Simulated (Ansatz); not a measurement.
**Compressing TiO: a fit and a missing row**

TiO, P6_3/mmc, a = 2.826 Å, c = 5.541 Å. This isn't the usual stable structure of the compound. Ansatz: r2SCAN, PAW, 500 eV, Γ-centred 18×18×8 mesh on 4 atoms, Gaussian smearing 0.10 eV; no spin polarisation. Shape and atoms are relaxed at each volume; pressure is positive in compression.

```tsv
V (Å³/atom)	P (GPa)
8.433	41.94
8.721	28.80
9.008	?
9.296	8.11
9.583	0.00
9.871	-6.91
10.158	-12.81
10.542	-19.35
```

Task: Take V0 = 9.583 Å³/atom, fit the third-order Birch–Murnaghan form to the other rows, and predict the missing pressure.

Result: With the Eulerian strain f = ½[(V0/V)^(2/3) − 1] and y = P/[3f(1 + 2f)^(5/2)], the form is the line y = B0 + 1.5 B0 (B0′ − 4) f. Rows (f, y): 0.04448, 254.0; 0.03243, 253.0; 0.01024, 251.0; -0.00977, 247.7; -0.01905, 247.0; -0.03080, 245.5. Means f = 0.004588, y = 249.70; Σ(Δf)² = 0.004416, ΣΔfΔy = 0.5119; the slope is their ratio. y = 249.2 + 115.9 f GPa, so B0 = 249.2 GPa and B0′ = 4 + 2 × (115.9)/(3 × 249.2) = 4.31. At V = 9.008, f = 0.02106, y = 251.64 and P = 17.63 GPa. The run gave 17.62 GPa, so the fit is 0.01 GPa too high, within the rms miss on the fitted rows (0.03 GPa).

Spin polarisation was left out, and a magnetic state may lie lower.